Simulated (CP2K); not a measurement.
# CuO: single point with PBE

The system is CuO.

```
Cu O
1.0
     2.88315    0.00000    0.00000
     0.80710    2.78452    0.00000
    -0.41334   -0.40479    5.14544
Cu O
2 2
Direct
  0.01425 0.47965 0.06043
  0.47088 0.15407 0.47412
  0.56927 0.29603 0.26394
  0.44560 0.57025 0.70150
```

The cell isn't the ideal one: all atoms moved at random.

| Item | Value |
| --- | --- |
| Program | CP2K 2026.2 |
| Task | single point |
| Functional | PBE |
| Potentials or basis | GTH_POTENTIALS Cu GTH-PBE-q11, O GTH-PBE-q6; DZVP-MOLOPT-SR-GTH basis |
| Density cutoff | 8163 eV |
| k mesh | 7 × 7 × 4 |
| Occupations | fermi-dirac, width 0.05 eV |
| Spin | no spin polarisation |

```json
{
 "Pressure": "100.8 GPa",
 "Largest force": "42.615 eV/Å",
 "Band gap on the k mesh": "none (metal or under the smearing width)",
 "Mulliken charges": "Cu +0.27, +0.24; O -0.12, -0.39 e"
}
```

Forces on the atoms (eV/Å):
```
Cu   -0.763   1.137  -3.602
Cu  -16.657 -22.310  32.263
O    16.455  15.530 -35.168
O     0.982   5.677   6.497
```

Stress tensor (GPa, compression positive):
```
 56.45  31.20 -60.69
 31.20  62.62 -44.39
-60.69 -44.39 183.33
```

Levels at points of the mesh, in eV from the Fermi level:
| k point | band 14 | band 15 | band 16 | band 17 | band 18 | band 19 | band 20 | band 21 |
| --- | --- | --- | --- | --- | --- | --- | --- | --- |
| (0.00, 0.00, 0.00) | -1.99 | -1.71 | -0.34 | 0.14 | 0.26 | 1.51 | 6.53 | 6.79 |
| (0.00, 0.00, 0.50) | -2.18 | -1.27 | -0.78 | -0.13 | 0.17 | 2.61 | 3.85 | 10.78 |

Run time: 68 s on 2 MPI ranks on Arm Neoverse V1 (shared host).

Caveat: Mulliken charges move with the basis; the cell as given lies far from equilibrium; the basis of atomic orbitals isn't converged, which shifts pressures, moduli and gaps; the run has no spin polarisation, though such a crystal can be magnetic; semilocal functionals often make such compounds metallic where correlation or magnetic order opens a gap, which also shifts bond lengths; forces of over 1 eV/Å show positions far from the minimum, so gaps and moduli don't describe the material at rest.
